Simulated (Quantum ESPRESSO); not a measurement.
# Ti3Al (P-6m2) in Quantum ESPRESSO: equation of state

How stiff is Ti3Al in PBEsol, and what volume does it want? The cell is scaled to several volumes.

All numbers are computed with Quantum ESPRESSO 7.5; they aren't measurements. Logs are shortened: lines on timing, memory, paths and dates and some standing lists are left out, and cuts for length are marked.

### Step 1. The structure

It takes space group P-6m2 (No. 187, hexagonal). Conventional cell: a = 2.928 Å, b = 2.928 Å, c = 9.226 Å, α = 90.00°, β = 90.00°, γ = 120.00°. Ti (site symmetry 3m) is surrounded by 9 Ti at 2.86 to 2.93 Å and 3 Al at 2.86 Å. Ti (site symmetry -6m2) is surrounded by 12 Ti at 2.86 to 2.93 Å. Al (site symmetry -6m2) has 6 Ti at 2.86 Å and 6 Al at 2.93 Å as nearest neighbours.

The cell comes from a database or a generator and needn't be the stable form of this composition.

### Step 2. Single point, PBEsol, 16.09 Å³/atom

The input, pw.in:

```
&CONTROL
  calculation = 'scf'
  prefix = 'pwscf'
  outdir = './tmp'
  pseudo_dir = './pseudo'
  tprnfor = .true.
  tstress = .true.
  disk_io = 'nowf'
/
&SYSTEM
  ibrav = 0
  nat = 4
  ntyp = 2
  ecutwfc = 45
  ecutrho = 360
  nbnd = 28
  occupations = 'smearing'
  smearing = 'fd'
  degauss = 0.00367493
/
&ELECTRONS
  conv_thr = 8d-10
  electron_maxstep = 120
  mixing_beta = 0.5
/
ATOMIC_SPECIES
Ti    47.8670 ti_pbesol_v1.4.uspp.F.UPF
Al    26.9815 al_pbesol_v1.uspp.F.UPF
CELL_PARAMETERS angstrom
   2.8677796942    0.0000000000    0.0000000000
  -1.4338898471    2.4835700677    0.0000000000
   0.0000000000    0.0000000000    9.0380160492
ATOMIC_POSITIONS crystal
Ti     0.3333333333    0.6666666667    0.2494060000
Ti     0.3333333333    0.6666666667    0.7505940000
Ti     0.6666666667    0.3333333333    0.0000000000
Al     0.6666666667    0.3333333333    0.5000000000
K_POINTS automatic
10 10 3 0 0 0
```

Potentials or basis: GBRV 1.5 PBEsol.

Command:

```console
OMP_NUM_THREADS=1 mpirun -n 2 pw.x -nk 2 -in pw.in > pw.out
```

pw.out:

```text
This program is part of the open-source Quantum ESPRESSO suite
     for quantum simulation of materials; please cite
[... 6 lines left out ...]
     using ibrav=0 with symmetry is DISCOURAGED, use correct ibrav instead

     K-points division:     npool     =       2
     Subspace diagonalization in iterative solution of the eigenvalue problem:
     a serial algorithm will be used

     G-vector sticks info
     --------------------
     sticks:   dense  smooth     PW     G-vecs:    dense   smooth      PW
     Sum         733     367    109                50131    17755    2993

     Using Slab Decomposition

     bravais-lattice index     =            0
     lattice parameter (alat)  =       5.4193  a.u.
     unit-cell volume          =     434.4021 (a.u.)^3
     number of atoms/cell      =            4
     number of atomic types    =            2
     number of electrons       =        39.00
     number of Kohn-Sham states=           28
     kinetic-energy cutoff     =      45.0000  Ry
     charge density cutoff     =     360.0000  Ry
     scf convergence threshold =      8.0E-10
     mixing beta               =       0.5000
     number of iterations used =            8  plain     mixing
     Exchange-correlation= SLA  PW   PSX  PSC
                           (   1   4  10   8   0   0   0)

     celldm(1)=   5.419318  celldm(2)=   0.000000  celldm(3)=   0.000000
     celldm(4)=   0.000000  celldm(5)=   0.000000  celldm(6)=   0.000000

     crystal axes: (cart. coord. in units of alat)
               a(1) = (   1.000000   0.000000   0.000000 )
               a(2) = (  -0.500000   0.866025   0.000000 )
               a(3) = (   0.000000   0.000000   3.151573 )

     reciprocal axes: (cart. coord. in units 2 pi/alat)
               b(1) = (  1.000000  0.577350 -0.000000 )
               b(2) = (  0.000000  1.154701  0.000000 )
               b(3) = (  0.000000 -0.000000  0.317302 )

     PseudoPot. # 1 for Ti read from file:
     ti_pbesol_v1.4.uspp.F.UPF
     Pseudo is Ultrasoft + core correction, Zval = 12.0
     Generated by new atomic code, or converted to UPF format
     Using radial grid of  851 points,  6 beta functions with:
                l(1) =   0
                l(2) =   0
                l(3) =   1
                l(4) =   1
                l(5) =   2
                l(6) =   2
     Q(r) pseudized with  6 coefficients,  rinner =    1.000   1.000   1.000
                                                       1.000   1.000

     PseudoPot. # 2 for Al read from file:
     al_pbesol_v1.uspp.F.UPF
     Pseudo is Ultrasoft + core correction, Zval =  3.0
     Generated by new atomic code, or converted to UPF format
     Using radial grid of  893 points,  3 beta functions with:
                l(1) =   0
                l(2) =   1
                l(3) =   2
     Q(r) pseudized with  8 coefficients,  rinner =    0.900   0.900   0.900
                                                       0.900   0.900

     atomic species   valence    mass     pseudopotential
     Ti               12.00    47.86700     Ti( 1.00)
     Al                3.00    26.98150     Al( 1.00)

     12 Sym. Ops. (no inversion) found

   Cartesian axes

     site n.     atom                  positions (alat units)
         1        Ti     tau(   1) = (  -0.0000000   0.5773503   0.7860211  )
         2        Ti     tau(   2) = (  -0.0000000   0.5773503   2.3655515  )
         3        Ti     tau(   3) = (   0.5000000   0.2886751   0.0000000  )
         4        Al     tau(   4) = (   0.5000000   0.2886751   1.5757863  )

     number of k points=    28  Fermi-Dirac smearing, width (Ry)=  0.0037
                       cart. coord. in units 2pi/alat
        k(    1) = (   0.0000000   0.0000000   0.0000000), wk =   0.0066667
        k(    2) = (   0.0000000   0.0000000   0.1057673), wk =   0.0133333
        k(    3) = (   0.0000000   0.1154701   0.0000000), wk =   0.0400000
        k(    4) = (   0.0000000   0.1154701   0.1057673), wk =   0.0800000
        k(    5) = (   0.0000000   0.2309401   0.0000000), wk =   0.0400000
        k(    6) = (   0.0000000   0.2309401   0.1057673), wk =   0.0800000
[... 20 lines left out ...]
        k(   27) = (   0.3000000   0.5196152   0.0000000), wk =   0.0400000
        k(   28) = (   0.3000000   0.5196152   0.1057673), wk =   0.0800000

     Dense  grid:    50131 G-vectors     FFT dimensions: (  36,  36, 108)

     Smooth grid:    17755 G-vectors     FFT dimensions: (  24,  24,  75)

     Check: negative core charge=   -0.000012

     Initial potential from superposition of free atoms

     starting charge      35.9975, renormalised to      39.0000

     negative rho (up, down):  2.078E-03 0.000E+00
     Starting wfcs are   34 randomized atomic wfcs

     Self-consistent Calculation

     iteration #  1     ecut=    45.00 Ry     beta= 0.50
     Davidson diagonalization with overlap
     ethr =  1.00E-02,  avg # of iterations =  3.6

     negative rho (up, down):  3.202E-03 0.000E+00

     total energy              =    -362.45840022 Ry
     estimated scf accuracy    <       3.46831403 Ry

     iteration #  2     ecut=    45.00 Ry     beta= 0.50
     Davidson diagonalization with overlap
     ethr =  8.89E-03,  avg # of iterations =  5.2

     negative rho (up, down):  1.948E-03 0.000E+00

     total energy              =    -362.34393443 Ry
     estimated scf accuracy    <      26.80516987 Ry
[... 34 lines left out ...]
     total energy              =    -364.13211650 Ry
     estimated scf accuracy    <       0.05827047 Ry

     iteration #  7     ecut=    45.00 Ry     beta= 0.50
     Davidson diagonalization with overlap
     ethr =  1.49E-04,  avg # of iterations =  1.4

     negative rho (up, down):  1.511E-03 0.000E+00

     total energy              =    -364.13660824 Ry
     estimated scf accuracy    <       0.00875016 Ry

     iteration #  8     ecut=    45.00 Ry     beta= 0.50
     Davidson diagonalization with overlap
     c_bands:  1 eigenvalues not converged
     ethr =  2.24E-05,  avg # of iterations =  5.1

     negative rho (up, down):  1.501E-03 0.000E+00

     total energy              =    -364.13749468 Ry
     estimated scf accuracy    <       0.00201739 Ry

     iteration #  9     ecut=    45.00 Ry     beta= 0.50
     Davidson diagonalization with overlap
     ethr =  5.17E-06,  avg # of iterations =  5.7

     negative rho (up, down):  1.498E-03 0.000E+00

     total energy              =    -364.13760020 Ry
     estimated scf accuracy    <       0.00000543 Ry

     iteration # 10     ecut=    45.00 Ry     beta= 0.50
     Davidson diagonalization with overlap
     ethr =  1.39E-08,  avg # of iterations =  5.2
[... 33 lines left out ...]
     iteration # 14     ecut=    45.00 Ry     beta= 0.50
     Davidson diagonalization with overlap
     ethr =  1.68E-11,  avg # of iterations =  2.5

     negative rho (up, down):  1.498E-03 0.000E+00

     total energy              =    -364.13760687 Ry
     estimated scf accuracy    <          1.3E-09 Ry

     iteration # 15     ecut=    45.00 Ry     beta= 0.50
     Davidson diagonalization with overlap
     ethr =  3.23E-12,  avg # of iterations =  1.9

     negative rho (up, down):  1.498E-03 0.000E+00

     End of self-consistent calculation

          k = 0.0000 0.0000 0.0000 (  2191 PWs)   bands (ev):

   -43.7490 -43.6826 -43.6093 -20.4453 -20.1315 -19.7811 -19.7448 -19.7448
   -19.6945 -19.6945 -19.6498 -19.6498   3.8970   7.4751   7.6903  10.0156
    11.8333  13.1824  13.3840  13.4670  13.4670  13.5688  13.5688  13.9076
    13.9076  14.8555  14.8555  15.5313

          k = 0.0000 0.0000 0.1058 (  2202 PWs)   bands (ev):

   -43.7490 -43.6827 -43.6093 -20.4465 -20.1290 -19.7824 -19.7448 -19.7448
   -19.6945 -19.6945 -19.6498 -19.6498   3.9299   6.8206   8.7159   9.7227
    11.6100  13.1305  13.4147  13.4697  13.4697  13.5626  13.5626  13.9151
    13.9151  14.8354  14.8354  15.5677

          k = 0.0000 0.1155 0.0000 (  2200 PWs)   bands (ev):

   -43.7367 -43.6733 -43.6030 -20.4249 -20.1326 -19.8173 -19.7963 -19.7623
   -19.7193 -19.7076 -19.7042 -19.6586   4.1351   7.7359   7.9557  10.2567
    11.8696  12.8065  13.1663  13.3031  13.4931  13.6579  13.7223  13.8190
    14.0946  14.7483  14.7568  15.4396
[... 38 lines left out ...]
   -43.6210 -43.5937 -43.5595 -20.3647 -20.3535 -20.2157 -20.1021 -19.9288
   -19.8997 -19.8344 -19.8178 -19.7416   7.4316   9.8031  10.0574  10.8459
    11.2140  11.4715  11.9266  12.2985  13.5647  13.6237  13.6604  14.4905
    14.9500  15.8129  16.1326  16.1950

          k = 0.0000 0.4619 0.1058 (  2221 PWs)   bands (ev):

   -43.6210 -43.5937 -43.5595 -20.3644 -20.3537 -20.2154 -20.1032 -19.9277
   -19.8997 -19.8348 -19.8179 -19.7416   7.4286   9.8541  10.1709  10.5584
    11.2060  11.6697  11.7445  12.3915  13.5842  13.5934  13.6400  14.5792
    15.0682  15.7293  16.1332  16.3045

          k = 0.0000-0.5774 0.0000 (  2236 PWs)   bands (ev):

   -43.6037 -43.5842 -43.5579 -20.4147 -20.3888 -20.2662 -20.0787 -19.9284
   -19.9152 -19.8594 -19.8307 -19.7519   9.0116   9.1470  10.0829  10.3958
    11.0478  11.2816  11.9258  12.2643  13.5466  13.7178  13.8415  14.4607
    15.2352  15.9369  16.2643  16.4344

          k = 0.0000-0.5774 0.1058 (  2220 PWs)   bands (ev):

   -43.6037 -43.5842 -43.5579 -20.4145 -20.3890 -20.2659 -20.0798 -19.9273
   -19.9151 -19.8598 -19.8307 -19.7519   9.0533   9.0912  10.1758  10.3764
    10.9164  11.5094  11.5691  12.4930  13.5136  13.7112  13.7524  14.5588
    15.2917  15.8400  16.4357  16.5614

          k = 0.1000 0.1732 0.0000 (  2205 PWs)   bands (ev):

   -43.7140 -43.6564 -43.5920 -20.3879 -20.1432 -19.8980 -19.8758 -19.8309
   -19.7585 -19.7514 -19.7280 -19.6848   4.6039   8.2221   8.4536  10.6772
    11.7862  12.5162  12.7530  13.0714  13.2547  13.6606  13.9456  13.9965
    14.4600  14.4989  14.8278  15.3618

          k = 0.1000 0.1732 0.1058 (  2205 PWs)   bands (ev):

   -43.7140 -43.6565 -43.5919 -20.3889 -20.1412 -19.8989 -19.8757 -19.8307
   -19.7584 -19.7517 -19.7282 -19.6848   4.6262   7.6568   9.3779  10.3771
    11.5859  12.4025  12.7798  13.2101  13.4089  13.7047  13.9044  14.0093
    14.2743  14.4891  14.7031  15.4672
[... 87 lines left out ...]
   -43.5797 -43.5736 -43.5608 -20.2924 -20.2763 -20.2068 -20.1000 -20.0807
   -20.0233 -19.9730 -19.8602 -19.8407   9.5770  10.9577  10.9795  11.0307
    11.3214  11.5949  11.7011  12.1676  12.3764  12.4041  12.9411  14.3271
    15.1308  15.4028  15.4448  15.9383

          k = 0.3000 0.5196 0.1058 (  2209 PWs)   bands (ev):

   -43.5797 -43.5737 -43.5608 -20.2920 -20.2765 -20.2066 -20.0998 -20.0809
   -20.0245 -19.9729 -19.8594 -19.8409   9.5738  10.8508  11.0517  11.1241
    11.3757  11.4641  11.7733  11.9162  12.4993  12.6408  12.8292  14.3655
    14.7256  15.1245  16.0070  16.1832

     the Fermi energy is    12.6079 ev

!    total energy              =    -364.13760687 Ry
     estimated scf accuracy    <          3.0E-10 Ry
     smearing contrib. (-TS)   =      -0.00199025 Ry
     internal energy E=F+TS    =    -364.13561662 Ry

     The total energy is F=E-TS. E is the sum of the following terms:
     one-electron contribution =    -192.18825758 Ry
     hartree contribution      =     109.44562423 Ry
     xc contribution           =     -58.02214597 Ry
     ewald contribution        =    -223.37083730 Ry

     convergence has been achieved in  15 iterations

     negative rho (up, down):  1.498E-03 0.000E+00

     Forces acting on atoms (cartesian axes, Ry/au):

     atom    1 type  1   force =    -0.00000000    0.00000000   -0.00169346
     atom    2 type  1   force =     0.00000000   -0.00000000    0.00169346
     atom    3 type  1   force =    -0.00000000   -0.00000000    0.00000000
     atom    4 type  2   force =     0.00000000    0.00000000    0.00000000

     Total force =     0.002395     Total SCF correction =     0.000111

     Computing stress (Cartesian axis) and pressure

     negative rho (up, down):  1.498E-03 0.000E+00
          total   stress  (Ry/bohr**3)                   (kbar)     P=       37.68
   0.00023579   0.00000000   0.00000000           34.69        0.00        0.00
   0.00000000   0.00023579   0.00000000            0.00       34.69        0.00
   0.00000000   0.00000000   0.00029679            0.00        0.00       43.66

=------------------------------------------------------------------------------=
   JOB DONE.
=------------------------------------------------------------------------------=
```

Wall time 33 s (2 MPI ranks of AMD EPYC 7R43 (Zen 3), shared host); peak memory 0.34 GiB.

Results:

```yaml
Free_energy: -4954.3445 eV
Pressure: 3.8 GPa
Largest_force: 0.044 eV/Å
Band_gap_on_the_k_mesh: none (metal or under the smearing width)
```

### Step 3. Single point, PBEsol, 16.44 Å³/atom

Edit pw.in of step 2 so:

```diff
@@ -29,5 +29,5 @@
 CELL_PARAMETERS angstrom
-   2.8677796942    0.0000000000    0.0000000000
-  -1.4338898471    2.4835700677    0.0000000000
-   0.0000000000    0.0000000000    9.0380160492
+   2.8879759913    0.0000000000    0.0000000000
+  -1.4439879956    2.5010605740    0.0000000000
+   0.0000000000    0.0000000000    9.1016661466
 ATOMIC_POSITIONS crystal
```

Potentials or basis: GBRV 1.5 PBEsol.

Command:

```console
OMP_NUM_THREADS=1 mpirun -n 2 pw.x -nk 2 -in pw.in > pw.out
```

Run time: 38 s. Hardware: 2 MPI ranks of AMD EPYC 7R43 (Zen 3), shared host; peak memory 0.36 GiB.

The run converged. Its results:

| Quantity | Value |
| --- | --- |
| Free energy | -4954.3653 eV |
| Pressure | 1.1 GPa |
| Largest force | 0.056 eV/Å |
| Band gap on the k mesh | none (metal or under the smearing width) |

### Step 4. Single point, PBEsol, 16.78 Å³/atom

Edit pw.in of step 3 so:

```diff
@@ -29,5 +29,5 @@
 CELL_PARAMETERS angstrom
-   2.8879759913    0.0000000000    0.0000000000
-  -1.4439879956    2.5010605740    0.0000000000
-   0.0000000000    0.0000000000    9.1016661466
+   2.9078936965    0.0000000000    0.0000000000
+  -1.4539468482    2.5183098127    0.0000000000
+   0.0000000000    0.0000000000    9.1644382416
 ATOMIC_POSITIONS crystal
```

Command:

```console
OMP_NUM_THREADS=1 mpirun -n 2 pw.x -nk 2 -in pw.in > pw.out
```

It took 43 s on 2 MPI ranks of AMD EPYC 7R43 (Zen 3), shared host; peak memory 0.36 GiB.

It converged, with:

* Free energy: -4954.3645 eV
* Pressure: -1.3 GPa
* Largest force: 0.067 eV/Å
* Band gap on the k mesh: none (metal or under the smearing width)

(Continued in part 2 of 2.)
